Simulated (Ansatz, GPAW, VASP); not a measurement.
## SrO: 3 runs at one level of theory

```
CELL_PARAMETERS angstrom
0.00000 2.56630 2.56630
2.56630 0.00000 2.56630
2.56630 2.56630 0.00000
ATOMIC_POSITIONS crystal
Sr 0.50000 0.50000 0.50000
O 0.00000 0.00000 0.00000
```

Alike in all runs: task band structure; functional BLYP; k mesh 9 × 9 × 9; occupations fermi-dirac, width 0.05 eV; no spin polarisation; no spin-orbit coupling. Pressure is positive in compression and, in plane waves, holds the error of the finite cutoff.

```tsv
program and potentials	plane-wave cutoff (eV)	notes	band gap (eV)	pressure (GPa)
Ansatz, all-electron LAPW, scalar-relativistic	-	-	3.51	6.22
GPAW, PAW data sets generated for this functional	800	-	3.55	6.66
VASP, PBE PAW files O, Sr_sv, 520 eV	520	potentials made for PBE	3.45	6.93
```

The band gap spans 3.45 (VASP, PBE PAW files O, Sr_sv, 520 eV) to 3.55 eV (GPAW, PAW data sets generated for this functional), with all-electron results at 3.51. The pressure spans 6.22 (Ansatz, all-electron LAPW, scalar-relativistic) to 6.93 GPa (VASP, PBE PAW files O, Sr_sv, 520 eV), with all-electron results at 6.22.

Differences between rows come from potentials, basis sets and numerical settings, since the functional is the same but for its coding. Runs on potential files found faulty are left out.
